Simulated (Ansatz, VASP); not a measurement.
## LuH2 in VASP and in Ansatz

```
Lu H
1.0
     0.00000    2.46317    2.46317
     2.46317    0.00000    2.46317
     2.46317    2.46317    0.00000
Lu H
1 2
Direct
  0.00000 0.00000 0.00000
  0.25000 0.25000 0.25000
  0.75000 0.75000 0.75000
```

Alike in both runs: functional PBEsol; k mesh 14 × 14 × 14; occupations fermi-dirac, width 0.1 eV; no spin polarisation.

Ansatz relaxed the structure, and its values are those at the end. VASP's run is a single point on that final structure, the one shown.

```csv
,VASP,Ansatz
version,VASP 6.6.1,Ansatz 0.2.0
potentials or method,"VASP PAW PBE potentials, release 64 (Lu, H)","PAW with Ansatz's default frozen-core files, scalar-relativistic"
plane-wave cutoff (eV),520,420
valence electrons in the cell,27,27
```

Ansatz gave:

* pressure (GPa): 2.0

**Question.** What did VASP give for the same quantities?

**Answer.** Pressure (GPa): 2.3.

The functional is the same, so the differences come from potentials, cutoffs and numerics.

Caveats: the PAW data sets were made with another functional, which shifts forces and pressure a little (VASP). The runs have no spin-orbit coupling, so splittings on Lu are missing.
